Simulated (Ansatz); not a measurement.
# BeS (F-43m): how far a G0W0 gap depends on its settings

How well converged is a G0W0 gap of BeS built on the database structure prototype?

The runs shown are made with Ansatz 0.2.0. G0W0, plane waves. The values are computed, spin-unpolarised, and not measurements.

### Step 1. The system as given

The cell was relaxed beforehand with r2SCAN.

Space group F-43m (No. 216), cubic; conventional cell a = 4.869 Å, 14.43 Å³ an atom. Near Be stand 4 S at 2.11 Å; near S stand 4 Be at 2.11 Å.

Coordinates:

```cif
data_structure
_symmetry_space_group_name_H-M 'F-43m'
_symmetry_Int_Tables_number 216
_cell_length_a 4.8686
_cell_length_b 4.8686
_cell_length_c 4.8686
_cell_angle_alpha 90.000
_cell_angle_beta 90.000
_cell_angle_gamma 90.000
_cell_volume 115.40
loop_
_atom_site_label
_atom_site_type_symbol
_atom_site_symmetry_multiplicity
_atom_site_Wyckoff_symbol
_atom_site_fract_x
_atom_site_fract_y
_atom_site_fract_z
_atom_site_occupancy
Be1 Be 4 a 0.00000 0.00000 0.00000 1
S1 S 4 c 0.25000 0.25000 0.25000 1
```

### Step 2. 86 empty bands, 120 eV

input.yaml reads:

```yaml
crystal:
  lattice:
    - [0.0, 2.4343058979, 2.4343058979]
    - [2.4343058979, 0.0, 2.4343058979]
    - [2.4343058979, 2.4343058979, 0.0]
  atoms:
    - { symbol: Be, position: [0.0, 0.0, 0.0] }
    - { symbol: S, position: [0.75, 0.75, 0.75] }
kpoints:
  mp_grid: { grid: [6, 6, 6] }
hamiltonian:
  xc: pbe
scf:
  occupations: { method: fixed }
gw:
  n_empty_bands: 86
  ecut_chi: 120
  qp_bands: [v2, c2]
  qp_kpoints: band_edges
  screening: { model: contour_deformation }
```

### Step 3. 213 empty bands, 220 eV

Changes to input.yaml since step 2:

```diff
@@ -15,4 +15,4 @@
 gw:
-  n_empty_bands: 86
-  ecut_chi: 120
+  n_empty_bands: 213
+  ecut_chi: 220
   qp_bands: [v2, c2]
```

### Step 4. 392 empty bands, 300 eV

Changes to input.yaml since step 3:

```diff
@@ -15,4 +15,4 @@
 gw:
-  n_empty_bands: 213
-  ecut_chi: 220
+  n_empty_bands: 392
+  ecut_chi: 300
   qp_bands: [v2, c2]
```

### Step 5. Starting from HSE06

Changes to input.yaml since step 4:

```diff
@@ -11,3 +11,3 @@
 hamiltonian:
-  xc: pbe
+  xc: hse06
 scf:
@@ -15,4 +15,4 @@
 gw:
-  n_empty_bands: 392
-  ecut_chi: 300
+  n_empty_bands: 213
+  ecut_chi: 220
   qp_bands: [v2, c2]
```

### Step 6. Starting from r2SCAN

Changes to input.yaml since step 5:

```diff
@@ -11,3 +11,3 @@
 hamiltonian:
-  xc: hse06
+  xc: r2scan
 scf:
```

### Step 7. Starting from PBE0

Changes to input.yaml since step 6:

```diff
@@ -11,3 +11,3 @@
 hamiltonian:
-  xc: r2scan
+  xc: pbe0
 scf:
```

### Step 8. A plasmon pole in place of the full frequency dependence

Changes to input.yaml since step 7:

```diff
@@ -11,3 +11,3 @@
 hamiltonian:
-  xc: pbe0
+  xc: pbe
 scf:
@@ -19,2 +19,2 @@
   qp_kpoints: band_edges
-  screening: { model: contour_deformation }
+  screening: { model: godby_needs }
```

### Step 9. A finer mesh, 10×10×10

Changes to input.yaml since step 8:

```diff
@@ -9,3 +9,3 @@
 kpoints:
-  mp_grid: { grid: [6, 6, 6] }
+  mp_grid: { grid: [10, 10, 10] }
 hamiltonian:
@@ -15,6 +15,6 @@
 gw:
-  n_empty_bands: 213
-  ecut_chi: 220
+  n_empty_bands: 46
+  ecut_chi: 80
   qp_bands: [v2, c2]
   qp_kpoints: band_edges
-  screening: { model: godby_needs }
+  screening: { model: contour_deformation }
```

### Step 10. Norm-conserving pseudopotentials

Changes to input.yaml since step 9:

```diff
@@ -9,5 +9,6 @@
 kpoints:
-  mp_grid: { grid: [10, 10, 10] }
+  mp_grid: { grid: [6, 6, 6] }
 hamiltonian:
   xc: pbe
+  pseudopotentials: { kind: nc }
 scf:
@@ -15,4 +16,4 @@
 gw:
-  n_empty_bands: 46
-  ecut_chi: 80
+  n_empty_bands: 213
+  ecut_chi: 220
   qp_bands: [v2, c2]
```

**Question.** What will these runs give? Wanted: for each run, start; potentials; frequencies; empty bands; cutoff; Kohn-Sham gap; G0W0 gap.

**Answer**, as computed:

| start | potentials | frequencies | empty bands | cutoff (eV) | mesh | Kohn-Sham gap (eV) | G0W0 gap (eV) |
| --- | --- | --- | --- | --- | --- | --- | --- |
| PBE | PAW | full | 86 | 120 | 6×6×6 | 3.13 | 4.38 |
| PBE | PAW | full | 213 | 220 | 6×6×6 | 3.13 | 4.52 |
| PBE | PAW | full | 392 | 300 | 6×6×6 | 3.13 | 4.57 |
| HSE06 | PAW | full | 213 | 220 | 6×6×6 | 4.09 | 4.94 |
| r2SCAN | PAW | full | 213 | 220 | 6×6×6 | 3.59 | 4.76 |
| PBE0 | PAW | full | 213 | 220 | 6×6×6 | 4.80 | 5.11 |
| PBE | PAW | pole | 213 | 220 | 6×6×6 | 3.13 | 4.46 |
| PBE | PAW | full | 46 | 80 | 10×10×10 | 3.14 | 4.25 |
| PBE | NC | full | 213 | 220 | 6×6×6 | 3.14 | 4.51 |

Gaps are those on each run's own mesh.

**Reading.** With bands and cutoff raised together, from 86 bands at 120 eV to 392 at 300 eV, the gap moves by +0.18 eV, and on the last rung by +0.04 eV; extrapolated in 1/N from the last two rungs, the limit on this k mesh would lie near 4.6 eV. The starting point matters: against PBE, HSE06 gives +0.41 eV, r2SCAN gives +0.24 eV, PBE0 gives +0.59 eV. The plasmon pole changes the gap by -0.067 eV. Norm-conserving potentials change it by -0.012 eV.
